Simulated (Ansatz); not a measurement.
# Mo: pressure up to the limit of the methods

Aim: compress Mo (hcp type) step by step, far beyond the usual range, and follow pressure and electronic structure. Methods of the runs shown: LAPW, crystal datasets and norm-conserving. Companion runs by PAW are cited. Its runs: the reference run (LAPW); volume scaled by 1 (crystal datasets and norm-conserving); volume scaled by 0.88 (LAPW and crystal datasets); volume scaled by 0.78 (LAPW); volume scaled by 0.68 (LAPW); volume scaled by 0.58 (LAPW); volume scaled by 0.5 (LAPW and crystal datasets); volume scaled by 0.43 (LAPW, crystal datasets and norm-conserving).

This is Mo in the hcp structure; at room conditions it is bcc.

Computed with Ansatz 0.2.0 (DFT PBE, with the methods named in each step, unless a step's input says otherwise).

## Step 1: The structure to begin with

The structure is hexagonal, space group P6_3/mmc (No. 194). The conventional cell has a = 2.758 Å, b = 2.758 Å, c = 4.892 Å, α = 90.00°, β = 90.00°, γ = 120.00°. Mo (site symmetry -6m2) has 12 Mo at 2.76 to 2.92 Å as nearest neighbours.

As a file:

```cif
data_structure
_symmetry_space_group_name_H-M 'P 1'
_symmetry_Int_Tables_number 1
_cell_length_a 2.7581
_cell_length_b 2.7581
_cell_length_c 4.8919
_cell_angle_alpha 90.000
_cell_angle_beta 90.000
_cell_angle_gamma 120.000
_cell_volume 32.23
loop_
_atom_site_label
_atom_site_type_symbol
_atom_site_fract_x
_atom_site_fract_y
_atom_site_fract_z
_atom_site_occupancy
Mo1 Mo 0.33333 0.66667 0.25000 1
Mo2 Mo 0.66667 0.33333 0.75000 1
```

Whether this phase is the stable one at these pressures isn't tested.

Atoms are numbered in the order of the input: Mo1, Mo2.

## Step 2: The reference volume, LAPW

The input, input.yaml:

```yaml
crystal:
  lattice:
    - [2.7580637371, 0.0, 0.0]
    - [-1.3790318686, 2.3885532616, 0.0]
    - [0.0, 0.0, 4.891877721]
  atoms:
    - { symbol: Mo, position: [0.3333333333, 0.6666666667, 0.25] }
    - { symbol: Mo, position: [0.6666666667, 0.3333333333, 0.75] }
kpoints:
  mp_grid: { grid: [15, 15, 8] }
  band_path:
    path:
      - [0.0, 0.0, 0.0]
      - [0.5, 0.0, 0.0]
      - [0.3333333333, 0.3333333333, 0.0]
      - [0.0, 0.0, 0.0]
      - [0.0, 0.0, 0.5]
      - [0.5, 0.0, 0.5]
      - [0.3333333333, 0.3333333333, 0.5]
      - [0.0, 0.0, 0.5]
      - [0.5, 0.0, 0.5]
    npoints: 14
scf:
  occupations: { method: fermi_dirac, width: 0.08 }
hamiltonian:
  xc: pbe
  pseudopotentials: { kind: all_electron, lapw: { basis_error: 0.001 } }
output:
  forces: true
  stress: true
  eigenvalues: true
  populations: true
  dos: { projected: true, de: 0.2, e_range: [-14, 8] }
```

Run with:

```console
ansatz run input.yaml --threads 1 --pin off --max-ram 2048MiB --backend cpu --events-out ev --progress --plain --runs-dir out
```

## Step 3: Volume scaled by 1, crystal datasets

The input, input.yaml:

```yaml
crystal:
  lattice:
    - [2.7580637371, 0.0, 0.0]
    - [-1.3790318686, 2.3885532616, 0.0]
    - [0.0, 0.0, 4.891877721]
  atoms:
    - { symbol: Mo, position: [0.3333333333, 0.6666666667, 0.25] }
    - { symbol: Mo, position: [0.6666666667, 0.3333333333, 0.75] }
kpoints:
  mp_grid: { grid: [15, 15, 8] }
scf:
  occupations: { method: fermi_dirac, width: 0.08 }
hamiltonian:
  xc: pbe
  pseudopotentials: { kind: all_electron, datasets: crystal }
output:
  forces: true
  stress: true
  eigenvalues: true
```

## Step 4: Volume scaled by 1, norm-conserving

input.yaml, as its differences from that of step 3:

```diff
@@ -14,3 +14,3 @@
   xc: pbe
-  pseudopotentials: { kind: all_electron, datasets: crystal }
+  pseudopotentials: { kind: nc }
 output:
```

## Step 5: Volume scaled by 0.88, LAPW

The input, input.yaml:

```yaml
crystal:
  lattice:
    - [2.661998599, 0.0, 0.0]
    - [-1.3309992995, 2.3053584116, 0.0]
    - [0.0, 0.0, 4.6211622415]
  atoms:
    - { symbol: Mo, position: [0.3333333333, 0.6666666667, 0.25] }
    - { symbol: Mo, position: [0.6666666667, 0.3333333333, 0.75] }
kpoints:
  mp_grid: { grid: [15, 15, 8] }
scf:
  occupations: { method: fermi_dirac, width: 0.08 }
hamiltonian:
  xc: pbe
  pseudopotentials: { kind: all_electron, lapw: { basis_error: 0.001 } }
output:
  forces: true
  stress: true
  eigenvalues: true
  populations: true
```

## Step 6: Volume scaled by 0.88, crystal datasets

input.yaml, as its differences from that of step 5:

```diff
@@ -14,3 +14,3 @@
   xc: pbe
-  pseudopotentials: { kind: all_electron, lapw: { basis_error: 0.001 } }
+  pseudopotentials: { kind: all_electron, datasets: crystal }
 output:
@@ -19,2 +19 @@
   eigenvalues: true
-  populations: true
```

## Step 7: Volume scaled by 0.78, LAPW

The input, input.yaml:

```yaml
crystal:
  lattice:
    - [2.6504011392, 0.0, 0.0]
    - [-1.3252005696, 2.2953147168, 0.0]
    - [0.0, 0.0, 4.1319549018]
  atoms:
    - { symbol: Mo, position: [0.3333333333, 0.6666666667, 0.25] }
    - { symbol: Mo, position: [0.6666666667, 0.3333333333, 0.75] }
kpoints:
  mp_grid: { grid: [15, 15, 8] }
scf:
  occupations: { method: fermi_dirac, width: 0.08 }
hamiltonian:
  xc: pbe
  pseudopotentials: { kind: all_electron, lapw: { basis_error: 0.001 } }
output:
  forces: true
  stress: true
  eigenvalues: true
  populations: true
```

## Step 8: Volume scaled by 0.68, LAPW

input.yaml, as its differences from that of step 7:

```diff
@@ -2,5 +2,5 @@
   lattice:
-    - [2.6504011392, 0.0, 0.0]
-    - [-1.3252005696, 2.2953147168, 0.0]
-    - [0.0, 0.0, 4.1319549018]
+    - [2.5240022376, 0.0, 0.0]
+    - [-1.2620011188, 2.185850057, 0.0]
+    - [0.0, 0.0, 3.9720401586]
   atoms:
```

## Step 9: Volume scaled by 0.58, LAPW

input.yaml, as its differences from that of step 8:

```diff
@@ -2,5 +2,5 @@
   lattice:
-    - [2.5240022376, 0.0, 0.0]
-    - [-1.2620011188, 2.185850057, 0.0]
-    - [0.0, 0.0, 3.9720401586]
+    - [2.3792751538, 0.0, 0.0]
+    - [-1.1896375769, 2.0605127258, 0.0]
+    - [0.0, 0.0, 3.8126140501]
   atoms:
```

## Step 10: Volume scaled by 0.5, LAPW

input.yaml, as its differences from that of step 9:

```diff
@@ -2,5 +2,5 @@
   lattice:
-    - [2.3792751538, 0.0, 0.0]
-    - [-1.1896375769, 2.0605127258, 0.0]
-    - [0.0, 0.0, 3.8126140501]
+    - [2.2603875794, 0.0, 0.0]
+    - [-1.1301937897, 1.9575530662, 0.0]
+    - [0.0, 0.0, 3.6415675388]
   atoms:
```

## Step 11: Volume scaled by 0.5, crystal datasets

input.yaml, as its differences from that of step 10:

```diff
@@ -14,3 +14,3 @@
   xc: pbe
-  pseudopotentials: { kind: all_electron, lapw: { basis_error: 0.001 } }
+  pseudopotentials: { kind: all_electron, datasets: crystal }
 output:
@@ -19,2 +19 @@
   eigenvalues: true
-  populations: true
```

## Step 12: Volume scaled by 0.43, LAPW

The input, input.yaml:

```yaml
crystal:
  lattice:
    - [2.13942034, 0.0, 0.0]
    - [-1.06971017, 1.8527923638, 0.0]
    - [0.0, 0.0, 3.4959112915]
  atoms:
    - { symbol: Mo, position: [0.3333333333, 0.6666666667, 0.25] }
    - { symbol: Mo, position: [0.6666666667, 0.3333333333, 0.75] }
kpoints:
  mp_grid: { grid: [15, 15, 8] }
  band_path:
    path:
      - [0.0, 0.0, 0.0]
      - [0.5, 0.0, 0.0]
      - [0.3333333333, 0.3333333333, 0.0]
      - [0.0, 0.0, 0.0]
      - [0.0, 0.0, 0.5]
      - [0.5, 0.0, 0.5]
      - [0.3333333333, 0.3333333333, 0.5]
      - [0.0, 0.0, 0.5]
      - [0.5, 0.0, 0.5]
    npoints: 8
scf:
  occupations: { method: fermi_dirac, width: 0.08 }
hamiltonian:
  xc: pbe
  pseudopotentials: { kind: all_electron, lapw: { basis_error: 0.001 } }
output:
  forces: true
  stress: true
  eigenvalues: true
  populations: true
  dos: { projected: true, de: 0.2, e_range: [-14, 8] }
```

## Step 13: Volume scaled by 0.43, crystal datasets

The input, input.yaml:

```yaml
crystal:
  lattice:
    - [2.13942034, 0.0, 0.0]
    - [-1.06971017, 1.8527923638, 0.0]
    - [0.0, 0.0, 3.4959112915]
  atoms:
    - { symbol: Mo, position: [0.3333333333, 0.6666666667, 0.25] }
    - { symbol: Mo, position: [0.6666666667, 0.3333333333, 0.75] }
kpoints:
  mp_grid: { grid: [15, 15, 8] }
scf:
  occupations: { method: fermi_dirac, width: 0.08 }
hamiltonian:
  xc: pbe
  pseudopotentials: { kind: all_electron, datasets: crystal }
output:
  forces: true
  stress: true
  eigenvalues: true
```

## Step 14: Volume scaled by 0.43, norm-conserving

input.yaml, as its differences from that of step 13:

```diff
@@ -14,3 +14,3 @@
   xc: pbe
-  pseudopotentials: { kind: all_electron, datasets: crystal }
+  pseudopotentials: { kind: nc }
 output:
```

(Steps that only read results are left out.)

Q: Predict the outcome of this session. Wanted: LAPW pressure at 0.43 of the volume; PAW pressure at 0.43 of the volume; PAW; crystal datasets pressure at 0.43 of the volume; norm-conserving pressure at 0.43 of the volume; fitted bulk modulus at zero pressure.

As calculated:

| quantity | value |
| --- | --- |
| LAPW pressure at 0.43 of the volume | 997.6 GPa |
| PAW pressure at 0.43 of the volume | 994.8 GPa |
| PAW (core large) pressure at 0.43 of the volume | 994.8 GPa |
| crystal datasets pressure at 0.43 of the volume | 997.6 GPa |
| norm-conserving pressure at 0.43 of the volume | 995.9 GPa |
| fitted bulk modulus at zero pressure (LAPW) | 230 GPa |
| its pressure derivative | 3.88 |

In words: By LAPW the pressure climbs to 998 GPa at 0.43 of the first volume. One third-order Birch-Murnaghan curve follows these points (B₀ = 230 GPa, B′ = 3.88, misfit at most 1.06 GPa). A fit over so wide a range leans to the high pressures, so B₀ can be off by several per cent. Where LAPW's pressure is over 3 GPa, PAW's departs from it by at most 0.3 %, at 0.43 of the volume. The ions are at rest, and the electrons smeared by 0.08 eV.
